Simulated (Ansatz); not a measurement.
`C[O][In]([SH])[O]C` + diethyl ether → `CCCOCC` + `C[O][In]([OH])[SH]`  (formal exchange of groups at a C–O bond)

Gas-phase electronic energies from Ansatz, PBE0-D4/def2-TZVP geometries. CCSD(T)/CBS is the MP2 limit (def2-TZVPP, def2-QZVPP) plus CCSD(T) − MP2 in def2-TZVPP, frozen cores. DFT in def2-TZVPP. B3LYP here is the variant with VWN-RPA as its local correlation; programs differ in this. Elements past krypton have def2 core potentials. For In outer-core shells are correlated without core-valence functions, which leaves a few kJ/mol of doubt a bond. One conformer a species, not always the lowest.

```tsv
level	ΔE (kJ/mol)	difference from CCSD(T)/CBS
PBE-D4	-57.8	6.0
r2SCAN-D4	-59.0	4.8
PBE0-D4	-61.1	2.7
B3LYP-D4	-54.8	9.0
ωB97X-V	-59.3	4.5
ωB97M-V	-62.0	1.8
B2PLYP	-59.1	4.7
PBE	-57.9	5.9
r2SCAN	-59.0	4.8
PBE0	-61.3	2.5
B3LYP	-55.2	8.6
HF/def2-TZVPP	-54.4	9.4
MP2/def2-TZVPP	-67.4	-3.6
SCS-MP2/def2-TZVPP	-62.6	1.2
CCSD/def2-TZVPP	-62.0	1.8
CCSD(T)/def2-TZVPP	-62.0	1.8
HF/def2-QZVPP	-54.1	9.7
MP2/def2-QZVPP	-68.3	-4.5
SCS-MP2/def2-QZVPP	-63.8	0.0
HF/CBS(def2)	-54.1	9.7
MP2/CBS(def2)	-69.2	-5.4
CCSD/CBS(def2)	-63.9	-0.1
CCSD(T)/CBS	-63.8	0
```

Largest T1 diagnostic among the species: 0.016.

From PBE to PBE0 (25 % exact exchange), in def2-TZVPP and without D4, ΔE moves by −3.4 kJ/mol. In def2-TZVPP, CCSD(T) changes the Hartree–Fock value by −7.5 kJ/mol (the triples alone add +0.1 kJ/mol) and MP2 by −12.9 kJ/mol.

CCSD(T)/CBS has its own doubt, a few kJ/mol and more with outer-core shells, so smaller differences from it don't rank the levels.
